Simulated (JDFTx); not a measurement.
**Pt under changes of volume**

One of the cells (15.904 Å³/atom); the others are scaled copies at fixed shape and fractional positions:

```
Pt
1.0
    -1.58422    1.58422    1.58422
     1.58422   -1.58422    1.58422
     1.58422    1.58422   -1.58422
Pt
1
Cartesian
  0.0000 0.0000 0.0000
```

This isn't the form of Pt at room conditions, which is fcc.

```yaml
Program: JDFTx 1.7.0 (patched build)
Functional: PBE
Potentials_or_basis: PseudoDojo-SR-PBE-0.5-standard
Cutoff: 1143 eV
Density_cutoff: 4572 eV
k_mesh: 12 × 12 × 12
Occupations: fermi-dirac, width 0.05 eV
Spin: no spin polarisation
```

| volume (Å³/atom) | energy over the lowest point (meV/atom) | pressure (GPa) |
| --- | --- | --- |
| 14.950 | ? | ? |
| 15.268 | 12.73 | 8.7 |
| 15.586 | 1.13 | 3.1 |
| 15.904 | 0.00 | -1.8 |
| 16.222 | 8.09 | -6.2 |
| 16.540 | 24.23 | -9.9 |
| 16.858 | 47.41 | -13.3 |

Question: What does the run at 14.950 Å³/atom give?

Answer: Energy over the lowest point 36.22 meV/atom; pressure 15.1 GPa.

Worked out: A Birch-Murnaghan fit of order 3 (a polynomial in V^(-2/3)) to the other rows has its minimum at 15.78 Å³/atom with B0 = V·E''(V) = 242 GPa and B' = 5.5. It gives 36.31 meV/atom at 14.950 Å³/atom, against the run's 36.22, and -dE/dV = 15.2 GPa, against 15.1.

Energies are extrapolated to zero smearing.
